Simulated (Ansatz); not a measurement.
# TiTe2 (P-1) in Ansatz: single point with LDA

Aim: the single point of TiTe2 with LDA.

All numbers are computed with Ansatz 0.2.0; they aren't measurements. Logs are shortened: lines on timing, memory, paths and dates and some standing lists are left out, and cuts for length are marked.

## 1. The cell of the first run

The typed cell holds 3 atoms: a = 3.838 Å, b = 3.793 Å, c = 6.399 Å, α = 90.35°, β = 90.49°, γ = 120.47°.

## 2. Single point, LDA (cell strained at random at fixed volume)

Contents of input.yaml:

```yaml
crystal:
  lattice:
    - [3.838076, -0.002433, -0.016116]
    - [-1.921145, 3.27001, -0.011668]
    - [-0.027727, -0.039187, 6.399225]
  atoms:
    - { symbol: Te, position: [0.3333333333, 0.6666666667, 0.7372] }
    - { symbol: Te, position: [0.6666666667, 0.3333333333, 0.2628] }
    - { symbol: Ti, position: [0.0, 0.0, 0.0] }
hamiltonian:
  xc: lda
  pseudopotentials: { kind: paw }
kpoints:
  mp_grid: { grid: [8, 8, 4] }
scf:
  occupations: { method: fermi_dirac, width: 0.1 }
output:
  forces: true
  stress: true
  eigenvalues: true
```

Potentials or basis: Ansatz PAW.

Launch:

```bash
$ ansatz run input.yaml --threads 2 --pin off --max-ram 5632MiB --backend cpu --events-out ev --progress --plain --runs-dir out
```

Standard output:

```text
Warning: RAYON_NUM_THREADS=2 ignored (pool sized by the plan → 2); use --threads N
Engine: ansatz 0.2.0, x86_64-unknown-linux-gnu
Pseudopotentials: kind: paw
Pseudopotential: Te, paw, valence charge 16, recommended cutoff 420 eV (normal), Te.paw.azcp
Pseudopotential: Ti, paw, valence charge 12, recommended cutoff 420 eV (normal), Ti.paw.azcp
Functional definition: SPW92
  exchange = slater_x
  correlation = pw_c
Crystal: 3 atoms, lattice volume = 80.279 Å³
Basis set: ecut = 420 eV, 1573 PW (Γ)
Bands: 27, of which v1, the nominal top of the filled ones, is band 22 counted from 1 (21 counted from 0)
Symmetry: 2 space group operations
Space group: P-1 (ITA 2), of the structure as read, at distance tolerance 4.3e-5 Å
k-points: 132 of 256
Non-local potential: Te, projectors of the file, l = 0: 2, l = 1: 2, l = 2: 2, l = 3: 2
Non-local potential: Ti, projectors of the file, l = 0: 3, l = 1: 2, l = 2: 3, l = 3: 1
PAW form: soft (Blöchl's): semilocal exchange-correlation on the pseudo side does not see the compensation charge
PAW frozen core: Te, regenerated for the run's functional, and the local potential with it (the file was generated under x = pbe(κ = 0.804, μ = 0.2195149727645171), c = pbe(β = 0.06672455060314922))
PAW frozen core: Ti, regenerated for the run's functional, and the local potential with it (the file was generated under x = pbe(κ = 0.804, μ = 0.2195149727645171), c = pbe(β = 0.06672455060314922))
PAW one-centre angular grid: Te, 590 points (default); XC on 64 Gauss nodes
PAW one-centre angular grid: Ti, 590 points (default); XC on 64 Gauss nodes
Initial density: superposition of atomic densities (neutral atoms: chi_scale 0, normalization atom), corrected by the library's trained network
Initial wavefunctions: pseudopotential atomic-orbital guess
Functional: x = slater, c = lda
SCF iter   1: F=—  HF=-16106.836103 eV  |F-HF|=—  |Δ(HF+E_count)|=         —  Δρ=5.87e-3  dr2=1.92e-2  ethr=1.77e-3  ⟨swp⟩=5.5  Hψ=15556  notcnv=0
preconditioner: auto → LDOS  [metal: Δε(μ)=0.012 eV  Ē_g=6.285 eV  σ=0.100 eV  W_gap=0.03  n_scr=22 (ndim 8)  ℏωp=16.6 eV  f_vac=0.013  D(μ)=1.29/eV (n_scr^D=2)  β→1.0]
SCF iter   2: F=—  HF=-16106.834614 eV  |F-HF|=—  |Δ(HF+E_count)|=   1.49e-3  Δρ=4.62e-3  dr2=2.68e-2  ethr=4.36e-5  ⟨swp⟩=2.8  Hψ=7992  notcnv=0
SCF iter   3: F=—  HF=-16106.831440 eV  |F-HF|=—  |Δ(HF+E_count)|=   3.17e-3  Δρ=1.19e-3  dr2=1.90e-3  ethr=4.36e-5  ⟨swp⟩=2.8  Hψ=6795  notcnv=0
SCF iter   4: F=—  HF=-16106.831208 eV  |F-HF|=—  |Δ(HF+E_count)|=   2.32e-4  Δρ=1.68e-4  dr2=2.07e-5  ethr=4.31e-6  ⟨swp⟩=1.1  Hψ=3589  notcnv=0
SCF iter   5: F=—  HF=-16106.831200 eV  |F-HF|=—  |Δ(HF+E_count)|=   7.51e-6  Δρ=1.88e-5  dr2=5.85e-7  ethr=4.71e-8  ⟨swp⟩=2.0  Hψ=6470  notcnv=0
SCF iter   6: F=-16106.831200 eV  HF=-16106.831200 eV  |F-HF|=6.09e-8  |Δ(HF+E_count)|=   1.28e-7  Δρ=7.06e-6  dr2=7.12e-8  ethr=2.27e-10  ⟨swp⟩=7.6  Hψ=16364  notcnv=0
SCF 1 converged in 6 iterations: F = -16106.831200 eV  dr2 = 7.12e-8
SCF converged after 6 iterations
Free energy (F): -16106.831200 eV
Harris-Foulkes:  -16106.831200 eV  (|F-HF|=6.09e-8)
Internal energy: -16106.785906 eV  (E = F + TS)
E sigma→0 (E₀):  -16106.808553 eV
Entropy (-TS):   -0.045294 eV (-15.098 meV/atom)
Fermi energy:    9.924122 eV
--- Per-component energies (eV) ---
  E_band       = -677.508645
  E_kinetic    = 635.164158
  E_local      = -3443.624345  (includes V_loc(G=0)·N_el)
  E_nonlocal   = -596.972492
  E_hartree    = 1998.513326
  E_xc         = -344.677757
  E_vxc        = -331.796943  (∫ρ·V_xc dr)
  E_paw        = -10019.437972  (= ΣΔE_a)
  E_vpaw       = -937.296629  (= ΣTr[D̂ρ^β])
  E_aug_tail   = -0.000280  (compensation charges beyond the density's cutoff)
  E_ewald      = -4337.433817
  E_core_change = 1.683273  (= ΣΔE_core)
  E_smearing   = -0.045294  (= −TS)
  E_closure    = 0.000000  (closes the sum)
  Σ components = -16106.831200   (vs F -16106.831200, Δ=0.00e0)
--- Forces (eV/Å), atoms counted from 1 ---
  atom   1  Te    -0.05652135    -0.04393009     0.21305712
  atom   2  Te     0.05652135     0.04393009    -0.21305712
  atom   3  Ti     0.00000000     0.00000000     0.00000000
  max |Σ_I F_I| component: 0.00e0 eV/Å
--- Stress (GPa, compression-positive) ---
       -4.862671       0.178992       0.481153
        0.178992      -4.154096       0.384764
        0.481153       0.384764      -2.940713
  P = ⅓ Tr σ = -3.9858 GPa (-39.858 kbar)
--- Band table (eV; the first three rows and the last of 132) ---
  k-point 0: bands = ["-46.9358", "-26.4442", "-26.4431", "-26.4404", "-26.4393", "-26.4240", "-26.4222", "-26.4221", "-26.4202", "-26.4165", "-26.4147", "-23.4957", "-23.4901", "-23.4620", "-2.4949", "-0.9229", "4.7541", "8.1288", "8.2373", "10.2610", "10.3136", "10.3330", "10.6977", "10.8697", "10.9906", "12.9444", "12.9960"]
  k-point 1: bands = ["-46.9358", "-26.4459", "-26.4449", "-26.4388", "-26.4378", "-26.4237", "-26.4222", "-26.4218", "-26.4203", "-26.4162", "-26.4149", "-23.4957", "-23.4901", "-23.4621", "-2.3268", "-1.2344", "5.4165", "8.1714", "8.2736", "9.0502", "10.2545", "10.3228", "10.6771", "10.8202", "10.9191", "13.1847", "13.2331"]
  k-point 2: bands = ["-46.9358", "-26.4470", "-26.4460", "-26.4378", "-26.4369", "-26.4234", "-26.4223", "-26.4213", "-26.4206", "-26.4156", "-26.4156", "-23.4957", "-23.4901", "-23.4621", "-1.9499", "-1.7400", "6.7505", "7.3902", "8.2174", "8.3126", "10.2482", "10.3172", "10.5052", "10.6677", "10.9648", "13.4046", "13.4690"]
  k-point 131: bands = ["-46.9334", "-26.4482", "-26.4385", "-26.4383", "-26.4347", "-26.4250", "-26.4236", "-26.4209", "-26.4198", "-26.4107", "-26.4101", "-23.5411", "-23.4981", "-23.4452", "-0.8267", "-0.5545", "4.9612", "5.4330", "7.6094", "7.9224", "9.0731", "9.3626", "9.6885", "10.9910", "11.2853", "12.5678", "13.4094"]
```

Run time: 25 s. Hardware: 2 threads of Intel Xeon at 2.50GHz (Skylake/Cascade Lake), shared host; peak memory 0.52 GiB.

Results:

* Free energy: -16106.8312 eV
* Pressure: -4.0 GPa
* Largest force: 0.225 eV/Å
* Band gap on the k mesh: none (metal or under the smearing width)

Forces in eV/Å, atoms in the order of the input:
```
Te  -0.057 -0.044  0.213
Te   0.057  0.044 -0.213
Ti   0.000  0.000  0.000
```

Levels at points of the mesh, in eV from the Fermi level:
| k point | band 18 | band 19 | band 20 | band 21 | band 22 | band 23 | band 24 | band 25 | band 26 | band 27 |
| --- | --- | --- | --- | --- | --- | --- | --- | --- | --- | --- |
| (0.00, 0.00, 0.00) | -1.80 | -1.69 | 0.34 | 0.39 | 0.41 | 0.77 | 0.95 | 1.07 | 3.02 | 3.07 |
| (0.00, 0.00, -0.50) | -2.53 | -1.71 | -1.61 | 0.32 | 0.39 | 0.58 | 0.74 | 1.04 | 3.48 | 3.54 |
| (0.00, -0.50, 0.00) | -3.54 | -2.63 | -2.35 | -1.83 | -1.32 | 0.05 | 1.09 | 1.41 | 2.44 | 3.39 |
| (0.00, -0.50, -0.50) | -4.48 | -2.35 | -2.14 | -0.78 | -0.75 | -0.20 | 1.09 | 1.39 | 2.59 | 3.52 |
| (-0.50, 0.00, 0.00) | -3.54 | -2.70 | -2.36 | -1.68 | -1.14 | 0.04 | 1.07 | 1.38 | 2.47 | 3.40 |
| (-0.50, 0.00, -0.50) | -4.47 | -2.27 | -1.98 | -0.93 | -0.58 | -0.25 | 1.06 | 1.35 | 2.62 | 3.53 |
| (-0.50, -0.50, 0.00) | -3.55 | -2.71 | -2.36 | -1.70 | -1.13 | 0.06 | 1.07 | 1.38 | 2.43 | 3.43 |
| (-0.50, -0.50, -0.50) | -4.49 | -2.31 | -2.00 | -0.85 | -0.56 | -0.24 | 1.07 | 1.36 | 2.64 | 3.49 |

Caveat: the PAW data sets come from PBE, with cores solved anew for the run's functional, which leaves a small shift of forces and pressure.
